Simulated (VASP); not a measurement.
# Rh: convergence, energy difference of two geometries

Rh, Fm-3m (no. 225), 1 atom in the cell. RSCAN, energy difference of two geometries; PAW potentials Rh_pv (PBE set). VASP 6.6.1.

Wanted: energy difference within 0.5 meV/atom.

What the run is for: energy difference; Accuracy asked: standard; Second geometry: cell strained by +1.5% along z.

The series start from Plane-wave cutoff (eV): 320; Smearing width (eV): 0.07; k-point mesh: 16 × 16 × 16; Precision mode (PREC): Accurate; Electronic threshold (eV): 1e-6; Aspherical gradient terms in the spheres (LASPH): yes; Electronic algorithm: ALGO=Normal. Each series keeps the choices made before it, and each single choice may use up half of a tolerance. Times cover all steps of a run.

## Plane-wave cutoff (eV)

| Plane-wave cutoff (eV) | Energy difference (meV/atom) | Time (s) |
|---|---|---|
| 200 | 23.22 | 12 |
| 240 | 1.06 | 16 |
| 280 | 2.15 | 21 |
| 320 | 2.21 | 21 |
| 370 | 2.05 | 39 |
| 430 | 2.14 | 42 |
| 510 | 2.14 | 51 |
| 640 (reference) | 2.19 | 47 |

Chosen: 280, the loosest value from which every tighter one stays within half of the tolerance.

## Smearing width (eV)

| Smearing width (eV) | Energy difference (meV/atom) | Time (s) |
|---|---|---|
| 0.3 | 2.23 | 23 |
| 0.2 | 2.18 | 26 |
| 0.15 | 2.18 | 26 |
| 0.1 | 2.18 | 25 |
| 0.07 | 2.15 | 21 |
| 0.04 (reference) | 2.11 | 24 |

Chosen: 0.3.

## k-point mesh

| k-point mesh | Energy difference (meV/atom) | Time (s) |
|---|---|---|
| 5 × 5 × 5 | -1.95 | 10 |
| 7 × 7 × 7 | 3.73 | 12 |
| 9 × 9 × 9 | 2.45 | 13 |
| 11 × 11 × 11 | 2.02 | 14 |
| 14 × 14 × 14 | 2.45 | 19 |
| 16 × 16 × 16 | 2.23 | 23 |
| 20 × 20 × 20 | 2.38 | 31 |
| 23 × 23 × 23 (reference) | 2.35 | 39 |

Chosen: 14 × 14 × 14.

## Precision mode (PREC)

| Precision mode (PREC) | Energy difference (meV/atom) | Time (s) |
|---|---|---|
| Low | 2.07 | 12 |
| SingleN | 2.82 | 12 |
| Normal | 2.47 | 12 |
| Accurate (reference) | 2.45 | 19 |

Chosen: Normal.

## Electronic threshold (eV)

| Electronic threshold (eV) | Energy difference (meV/atom) | Time (s) |
|---|---|---|
| 0.001 | 2.52 | 7.6 |
| 0.0001 | 2.45 | 8.3 |
| 1e-5 | 2.47 | 10 |
| 1e-6 | 2.47 | 12 |
| 1e-7 (reference) | 2.47 | 14 |

Chosen: 0.001.

## Aspherical gradient terms in the spheres (LASPH)

| Aspherical gradient terms in the spheres (LASPH) | Energy difference (meV/atom) | Time (s) |
|---|---|---|
| no | 2.56 | 4.0 |
| yes (reference) | 2.52 | 7.6 |

Chosen: no.

## Electronic algorithm

| Electronic algorithm | Energy difference (meV/atom) | Time (s) |
|---|---|---|
| ALGO=Normal | 2.56 | 4.0 |
| ALGO=Fast | 2.50 | 4.5 |
| ALGO=VeryFast | 2.55 | 5.9 |
| ALGO=All ISEARCH=1 | 2.51 | 5.2 |
| ALGO=All ISEARCH=0 | 2.51 | 5.2 |
| ALGO=Damped TIME=0.4 | 2.53 | 4.9 |
| ALGO=Damped TIME=0.1 | 2.53 | 6.5 |
| ALGO=Old Fast | 2.49 | 4.5 |

Chosen: ALGO=Normal; no other choice that stays within half of the tolerance saves 30 % of the time.

## All choices together

| Input | Energy difference (meV/atom) | Time (s) |
|---|---|---|
| the program's defaults (naive) | 6.27 | 1.7 |
| chosen settings | 2.56 | 4.0 |
| reference settings throughout | 2.37 | 121 |

The tolerance is met.

## The input

INCAR:
```
METAGGA = RSCAN
ISMEAR = 0
SIGMA = 0.3
LWAVE = F
LCHARG = F
ISIF = 2
PREC = Normal
LASPH = F
LREAL = F
ALGO = Normal
EDIFF = 0.001
NELM = 120
GGA_COMPAT = F
ENCUT = 280
LMIXTAU = T
KPAR = 4
```

KPOINTS:
```
Automatic mesh
0
Gamma
  14 14 14
  0 0 0
```

POSCAR.step1:
```
Rh
1.0
    0.0000000000      1.8978500000      1.8978500000
    1.8978500000      0.0000000000      1.8978500000
    1.8978500000      1.8978500000      0.0000000000
Rh
1
Direct
    0.0000000000      0.0000000000      0.0000000000
```

POSCAR.step2:
```
Rh
1.0
    0.0000000000      1.8978500000      1.9263177500
    1.8978500000      0.0000000000      1.9263177500
    1.8978500000      1.8978500000      0.0000000000
Rh
1
Direct
    0.0000000000      0.0000000000      0.0000000000
```

Commands (each step's output is kept before the next begins):
```
cat potpaw_PBE.64/Rh_pv/POTCAR > POTCAR
cp POSCAR.step1 POSCAR
mpirun -np 4 vasp_std > vasp.out
cp POSCAR.step2 POSCAR
mpirun -np 4 vasp_std > vasp.out
```

The chosen input took VASP 6.6.1 4.0 s on 4 cores (Intel Xeon Platinum 8559C (Emerald Rapids)), a shared host.

## An input that fails: smearing far too wide

It runs to its end, but against the unchanged starting input it is off by 2.19 meV/atom in the energy difference.

Changes against the starting input:
```
(all steps)
- ISMEAR = 0
- SIGMA = 0.07
- NELM = 120
+ ISMEAR = 1
+ SIGMA = 2.0
+ NELM = 66
```
